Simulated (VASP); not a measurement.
# Sb (I4/mmm) in VASP: a series of runs

Runs on Sb. Level: r2SCAN. Tasks: single point.

Everything below comes from runs of VASP 6.6.1. Logs are shortened: lines on timing, memory, paths and dates and some standing lists are left out, and cuts for length are marked.

**1. Starting point**

It takes space group I4/mmm (No. 139, tetragonal). The conventional cell has a = 3.153 Å, b = 3.153 Å, c = 5.424 Å, α = 90.00°, β = 90.00°, γ = 90.00°. Around Sb (site symmetry 4/mmm) lie 12 Sb at 3.15 to 3.51 Å.

This isn't the form of Sb at room conditions, which is rhombohedral.

**2. Single point, r2SCAN**

Contents of INCAR:

```
SYSTEM = Sb
PREC = Accurate
ENCUT = 400
EDIFF = 1E-6
ISMEAR = 0
SIGMA = 0.1
LREAL = .FALSE.
LASPH = .TRUE.
NELM = 100
ALGO = Normal
ISIF = 2
LWAVE = .FALSE.
LCHARG = .FALSE.
METAGGA = R2SCAN
LMIXTAU = .TRUE.
ADDGRID = .FALSE.
```

Contents of KPOINTS:

```
regular mesh
0
G
  9 9 9
  0 0 0
```

Contents of POSCAR:

```
Sb
1.0
   -1.5765401831      1.5765401831      2.7119384313
    1.5765401831     -1.5765401831      2.7119384313
    1.5765401831      1.5765401831     -2.7119384313
Sb
1
Direct
    0.0000000000      0.0000000000      0.0000000000
```

Potentials or basis: VASP PAW PBE potentials, release 64 (Sb).

On the command line:

```
$ cat potpaw_PBE.64/Sb/POTCAR > POTCAR
$ mpirun -np 1 vasp_std > vasp.out
```

OUTCAR:

```text
SYSTEM = Sb
   PREC = Accurate
   ENCUT = 400
   EDIFF = 1E-6
   ISMEAR = 0
   LREAL = .FALSE.
   LASPH = .TRUE.
   NELM = 100
   ISIF = 2
   METAGGA = R2SCAN

 Found     75 irreducible k-points:

 Following reciprocal coordinates:
            Coordinates               Weight
  0.000000  0.000000  0.000000      1.000000
  0.111111  0.000000 -0.000000      8.000000
  0.222222  0.000000  0.000000      8.000000
  0.333333  0.000000  0.000000      8.000000
  0.444444  0.000000  0.000000      8.000000
  0.111111  0.111111 -0.000000      8.000000
   k-points           NKPTS =     75   k-points in BZ     NKDIM =     75   number of bands    NBANDS=      6
   number of dos      NEDOS =    301   number of ions     NIONS =      1
   total plane-waves  NPLWV =  13824
   dimension x,y,z NGX =    24 NGY =   24 NGZ =   24
   dimension x,y,z NGXF=    48 NGYF=   48 NGZF=   48
   ions per type =               1
   NGX,Y,Z   is equivalent  to a cutoff of  11.36, 11.36, 11.36 a.u.
   NGXF,Y,Z  is equivalent  to a cutoff of  22.73, 22.73, 22.73 a.u.
 SYSTEM =  Sb
   PREC   = accura    normal or accurate (medium, high low for compatibility)
   ISTART =      0    job   : 0-new  1-cont  2-samecut
   ICHARG =      2    charge: 1-file 2-atom 10-const
   ISPIN  =      1    spin polarized calculation?
   LNONCOLLINEAR =      F non collinear calculations
   LSORBIT =      F    spin-orbit coupling
   LASPH  =      T    aspherical Exc in radial PAW
   ENCUT  =  400.0 eV  29.40 Ry    5.42 a.u.   5.73  5.73  5.73*2*pi/ulx,y,z
   NELM   =    100;   NELMIN=  2; NELMDL= -5     # of ELM steps
   EDIFF  = 0.1E-05   stopping-criterion for ELM
   LREAL  =      F    real-space projection
   EDIFFG = 0.1E-04   stopping-criterion for IOM
   NSW    =      0    number of steps for IOM
   IBRION =     -1    ionic relax: 0-MD 1-quasi-New 2-CG
   NFREE  =      0    steps in history (QN), initial steepest desc. (CG)
   ISIF   =      2    stress and relaxation
   ISYM   =      2    0-nonsym 1-usesym 2-fastsym
   POTIM  = 0.5000    time-step for ionic-motion
   TEBEG  =    0.0;   TEEND  =   0.0 temperature during run
   PSTRESS=    0.0 pullay stress
   NELECT =       5.0000    total number of electrons
   NUPDOWN=      -1.0000    fix difference up-down
   EMIN   =  10.00;   EMAX   =-10.00  energy-range for DOS
   EFERMI =   0.00;   METHOD = LEGACY
   ISMEAR =     0;   SIGMA  =   0.10  broadening in eV -4-tet -1-fermi 0-gaus
   EFERMI_NEDOS =   21; number of points for ismear=-14 and -15
   IALGO  =     38    algorithm
   IMIX   =      4    mixing-type and parameters
     AMIX     =   0.40;   BMIX     =  1.00
     AMIX_MAG =   1.60;   BMIX_MAG =  1.00
  volume/ion in A,a.u.               =      26.96       181.95
  Fermi-wavevector in a.u.,A,eV,Ry     =   0.933573  1.764197 11.858269  0.871558
  Thomas-Fermi vector in A             =   2.060288
   LORBIT       =      0    0 simple, 1 ext, 2 COOP (PROOUT), +10 PAW based schemes
   METAGGA = R2SCAN    functional components
   LHFCALC =     F    Hartree Fock is set to
   AEXX    =    0.0000 exact exchange contribution
   IVDW    =     0    specifies the selected vdW correction
   LEPSILON=     F    determine dielectric tensor
   LRPA    =     F    only Hartree local field effects (RPA)
 non-spin polarized calculation
 Gauss-broadening in eV      SIGMA  =   0.10
  energy-cutoff  :      400.00
  volume of cell :       26.96
 maximum number of plane-waves:       501
   NGX = 11   NGY = 11   NGZ = 11

 number of electron       5.0000001 magnetization

 Free energy of the ion-electron system (eV)
  ---------------------------------------------------
  ext. energy  EPLUGINS =         0.00000000
  ---------------------------------------------------
  free energy    TOTEN  =       -25.28198279 eV

  energy without entropy =      -25.27785832  energy(sigma->0) =      -25.27992056

 E-fermi :   8.4842     XC(G=0): -10.7835

 val. band max:        8.4559368464   @ k =  -0.3333  -0.4444   0.1111
 cond. band min:       8.5193837641   @ k =   0.4444   0.2222   0.0000
 fundamental gap:      0.0634469177
 Fermi energy:         8.4842413583

 k-point     1 :       0.0000    0.0000    0.0000
  band No.  band energies     occupation
      1      -5.1271      2.00000
      2      13.3292      0.00000
      3      14.2056      0.00000
      4      14.2056      0.00000
      5      18.1746      0.00000
      6      19.6812      0.00000

 k-point     2 :       0.1111    0.0000   -0.0000
  band No.  band energies     occupation
      1      -4.8649      2.00000
      2      11.9436      0.00000
      3      12.9572      0.00000
      4      14.1518      0.00000
      5      17.7707      0.00000
      6      18.6335      0.00000

 k-point     3 :       0.2222    0.0000    0.0000
  band No.  band energies     occupation
      1      -4.0860      2.00000
      2       8.5568      0.30475
      3      11.8119      0.00000
      4      14.0755      0.00000
      5      16.3964      0.00000
      6      18.4614      0.00000

 k-point     4 :       0.3333    0.0000    0.0000
  band No.  band energies     occupation
      1      -2.8345      2.00000
      2       5.3040      2.00000
      3      10.8691      0.00000
      4      14.0799      0.00000
      5      15.5088      0.00000
      6      18.5458      0.00000

 k-point     5 :       0.4444    0.0000    0.0000
  band No.  band energies     occupation
      1      -1.3838      2.00000
      2       2.8089      2.00000
      3      10.3530      0.00000
      4      14.1358      0.00000
      5      15.0729      0.00000
      6      19.0046      0.00000

 k-point     6 :       0.1111    0.1111   -0.0000
  band No.  band energies     occupation
      1      -4.4746      2.00000
      2      10.8351      0.00000
      3      11.6844      0.00000
      4      12.9919      0.00000
      5      17.9433      0.00000
      6      18.2216      0.00000

 [... further k-points ...]

------------------------ aborting loop because EDIFF is reached ----------------------------------------

  FORCE on cell =-STRESS in cart. coord.  units (eV):
  Direction    XX          YY          ZZ          XY          YZ          ZX
  --------------------------------------------------------------------------------------
  -------------------------------------------------------------------------------------
  Total        0.0538568      0.0538568      0.4953199      0.0000000      0.0000000      0.0000000
  in kB        3.2003758      3.2003758     29.4338101      0.0000000      0.0000000      0.0000000
  external PRESSURE =      11.9448539 kB  Pullay stress =       0.0000000 kB

 VOLUME and BASIS-vectors are now :
 -----------------------------------------------------------------------------
  energy-cutoff  :      400.00
  volume of cell :       26.96
      direct lattice vectors                 reciprocal lattice vectors
    -1.576540183  1.576540183  2.711938431     0.000000000  0.317150178  0.184369967
     1.576540183 -1.576540183  2.711938431     0.317150178  0.000000000  0.184369967
     1.576540183  1.576540183 -2.711938431     0.317150178  0.317150178  0.000000000

 POSITION                                       TOTAL-FORCE (eV/Angst)
 -----------------------------------------------------------------------------------
      0.00000      0.00000      0.00000         0.000000      0.000000      0.000000
 -----------------------------------------------------------------------------------
    total drift:                                0.000000     -0.000000     -0.000000

  FREE ENERGIE OF THE ION-ELECTRON SYSTEM (eV)
  ---------------------------------------------------
  free  energy   TOTEN  =       -25.2819827876 eV

  energy  without entropy=      -25.2778583237  energy(sigma->0) =      -25.27992056
```

OSZICAR:

```text
N       E                     dE             d eps       ncg     rms          rms(c)
DAV:   1    -0.153530757260E+02   -0.15353E+02   -0.14667E+03   912   0.450E+02
DAV:   2    -0.257536591342E+02   -0.10401E+02   -0.10011E+02  1278   0.695E+01
DAV:   3    -0.259001305900E+02   -0.14647E+00   -0.14594E+00  1002   0.921E+00
DAV:   4    -0.259007665264E+02   -0.63594E-03   -0.63593E-03  1284   0.800E-01
DAV:   5    -0.259007686403E+02   -0.21139E-05   -0.21140E-05  1086   0.330E-02    0.152E+00
DAV:   6    -0.251651338500E+02    0.73563E+00   -0.12213E-01  1002   0.333E+00    0.986E-01
DAV:   7    -0.253494927993E+02   -0.18436E+00   -0.10731E-01   918   0.298E+00    0.152E-01
DAV:   8    -0.252816982670E+02    0.67795E-01   -0.58280E-02   954   0.226E+00    0.735E-02
DAV:   9    -0.252803582845E+02    0.13400E-02   -0.58845E-04  1152   0.233E-01    0.918E-02
DAV:  10    -0.252803089922E+02    0.49292E-04   -0.18319E-03   924   0.395E-01    0.427E-02
DAV:  11    -0.252814310252E+02   -0.11220E-02   -0.84613E-04   984   0.335E-01    0.444E-02
DAV:  12    -0.252817406036E+02   -0.30958E-03   -0.13482E-04   912   0.117E-01    0.314E-02
DAV:  13    -0.252817856291E+02   -0.45025E-04   -0.73371E-06  1242   0.285E-02    0.289E-02
DAV:  14    -0.252818932741E+02   -0.10765E-03   -0.22856E-05   936   0.582E-02    0.154E-02
DAV:  15    -0.252819836532E+02   -0.90379E-04   -0.80692E-05   906   0.108E-01    0.225E-03
DAV:  16    -0.252819827876E+02    0.86559E-06   -0.14082E-06  1062   0.121E-02
   1 F= -.25281983E+02 E0= -.25279921E+02  d E =-.412446E-02
```

stdout:

```text
POSCAR found type information on POSCAR Sb
 POSCAR found :  1 types and       1 ions
 scaLAPACK will be used
 -----------------------------------------------------------------------------
|                                                                             |
|                                                                             |
|     You enforced a specific xc type in the INCAR file but a different       |
|     I HOPE YOU KNOW WHAT YOU ARE DOING!                                     |
|                                                                             |
 -----------------------------------------------------------------------------

 LDA part: xc-table for (None), standard interpolation
 POSCAR, INCAR and KPOINTS ok, starting setup
 FFT: planning ... GRIDC
 FFT: planning ... GRID_SOFT
 FFT: planning ... GRID
 WAVECAR not read
 entering main loop
```

Wall time 14 s (1 thread of Intel Xeon 6975P-C (Granite Rapids), shared host); peak memory 0.14 GiB.

The run converged, but some of its settings lie outside the range that counts as converged, so its numbers aren't taken as properties of the crystal.

Results:

| Item | Value |
| --- | --- |
| Free energy | -25.2820 eV |
| Pressure | 1.2 GPa |
| Band gap on the k mesh | none (metal or under the smearing width) |

Caveat: the PAW data sets were made with another functional, which shifts forces and pressure a little.

**3. Single point, r2SCAN**

INCAR is that of step 2.

KPOINTS is that of step 2.

Contents of POSCAR:

```
Sb
1.0
   -1.5638750000      1.6131910000      2.7402030000
    1.6104090000     -1.5604430000      2.7365900000
    1.5281950000      1.5247630000     -2.7095380000
Sb
1
Direct
    0.0004760000      0.0218010000      0.0165680000
```

Potentials or basis: VASP PAW PBE potentials, release 64 (Sb).

On the command line:

```
$ cat potpaw_PBE.64/Sb/POTCAR > POTCAR
$ mpirun -np 1 vasp_std > vasp.out
```

Run time: 52 s. Hardware: 1 thread of Intel Xeon 6975P-C (Granite Rapids), shared host; peak memory 0.17 GiB.

These settings aren't checked as converged: the numbers below hold their error.

Results:

- Free energy: -25.2864 eV
- Pressure: 1.4 GPa
- Band gap on the k mesh: none (metal or under the smearing width)

Caveat: the PAW data sets were made with another functional, which shifts forces and pressure a little.
